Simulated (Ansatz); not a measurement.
HfO2 under changes of volume

One of the cells (10.041 Å³/atom); the others are scaled copies at fixed shape and fractional positions:

```
Hf O
1.0
     5.55640    0.00000    0.00000
     0.00000    3.33360    0.00000
     0.00000    0.00000    6.50500
Hf O
4 8
Direct
  0.74868 0.75000 0.60787
  0.25132 0.25000 0.39213
  0.24868 0.75000 0.89213
  0.75132 0.25000 0.10787
  0.63950 0.25000 0.42340
  0.36050 0.75000 0.57660
  0.13950 0.25000 0.07660
  0.86050 0.75000 0.92340
  0.52079 0.25000 0.84145
  0.47921 0.75000 0.15855
  0.02079 0.25000 0.65855
  0.97921 0.75000 0.34145
```

Measurements of this composition are mostly on another form, of space group No. 14.

* Program: Ansatz 0.2.0
* Functional: PBE
* Potentials or basis: Ansatz PAW
* Cutoff: 420 eV (not typed: the program's choice for these potentials)
* k mesh: 5 × 8 × 4
* Occupations: fermi-dirac, width 0.05 eV
* Spin: no spin polarisation

```csv
volume (Å³/atom),energy over the lowest point (meV/atom),pressure (GPa),gap on the mesh (eV),largest force (eV/Å)
9.438,48.28,23.1,3.58,0.464
9.639,24.01,15.8,3.54,0.319
9.840,?,?,?,?
10.041,0.66,3.3,3.46,0.061
10.242,0.00,-2.1,3.41,0.063
10.443,5.66,-6.9,3.37,0.167
10.643,17.06,-11.2,3.33,0.265
```

Task: What does the run at 9.840 Å³/atom give?

Result: Energy over the lowest point 8.45 meV/atom; pressure 9.2 GPa; gap on the mesh 3.50 eV; largest force 0.185 eV/Å.

Worked out: A Birch-Murnaghan fit of order 3 (a polynomial in V^(-2/3)) to the other rows has its minimum at 10.16 Å³/atom with B0 = V·E''(V) = 268 GPa and B' = 4.2 at fixed shape and positions, which overstates the stiffness. It gives 8.42 meV/atom at 9.840 Å³/atom, against the run's 8.45, and -dE/dV = 9.2 GPa, against 9.2. A straight line through the other rows of the gap, of slope -2.1 eV per unit of ln V (its deformation potential), gives 3.50 eV, against the run's 3.50.

Energies are extrapolated to zero smearing.

Caveats: odd divisions of the mesh miss points on the zone boundary, where band edges often lie, so the gap on the mesh can be too wide; spin-orbit coupling is left out, which moves the levels of the heavy elements.

A mesh can miss the band edges.
